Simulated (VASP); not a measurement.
From an Ansatz input to VASP: GaAs (strained zincblende)

Ansatz input

```yaml
crystal:
  lattice:
    - [0.0, 2.8330850957, 2.7905888193]
    - [2.8330850957, 0.0, 2.7905888193]
    - [2.8330850957, 2.8330850957, 0.0]
  atoms:
    - { symbol: Ga, position: [0.0, 0.0, 0.0] }
    - { symbol: As, position: [0.25, 0.25, 0.25] }
kpoints:
  mp_grid: { grid: [8, 8, 8] }
  band_path:
    path:
      - [0.0, 0.0, 0.0]
      - [-0.5, -0.5, 0.0]
      - [-0.375, -0.375, 0.25]
      - [-0.375, 0.0, 0.375]
      - [0.0, 0.0, 0.5]
      - [-0.5, -0.25, 0.25]
    npoints: 1
hamiltonian:
  xc: pbe
scf:
  occupations: { method: fermi_dirac, width: 0.02 }
  n_extra_bands: 4
output:
  forces: true
  stress: true
  eigenvalues: true
```

Translate this input to VASP.



INCAR

```
ISIF = 2
ENCUT = 520
LASPH = .TRUE.
SIGMA = 0.02
LCHARG = .FALSE.
LREAL = .FALSE.
NELM = 120
NBANDS = 16
NSW = 0
GGA = PE
EDIFF = 1E-7
IBRION = -1
LWAVE = .FALSE.
PREC = Accurate
ISMEAR = -1
```

KPOINTS

```
KPOINTS created by Atomic Simulation Environment
0
Gamma
8 8 8
0 0 0
```

KPOINTS_OPT

```
special points
6
Reciprocal
0.0000000000 0.0000000000 0.0000000000 1
-0.5000000000 -0.5000000000 0.0000000000 1
-0.3750000000 -0.3750000000 0.2500000000 1
-0.3750000000 0.0000000000 0.3750000000 1
0.0000000000 0.0000000000 0.5000000000 1
-0.5000000000 -0.2500000000 0.2500000000 1
```

POSCAR

```
Ga As
 1.0000000000000000
     0.0000000000000000    2.8330850957000000    2.7905888192999999
     2.8330850957000000    0.0000000000000000    2.7905888192999999
     2.8330850957000000    2.8330850957000000    0.0000000000000000
 Ga  As
   1   1
Cartesian
  0.0000000000000000  0.0000000000000000  0.0000000000000000
  1.4165425478500000  1.4165425478500000  1.3952944096500000
```

VASP ran with the recommended PBE PAW datasets (18 valence electrons in the cell). Other inputs would serve too.

```csv
,Ansatz,VASP
gap between bands v and c,0.52 eV,0.53 eV
least direct gap,0.52 eV,0.53 eV
pressure,3.9 GPa,4.1 GPa
```

Each program uses its own PAW datasets. VASP's cell holds 18 valence electrons and Ansatz's 28. Ansatz's stress includes a Pulay correction; VASP's doesn't.
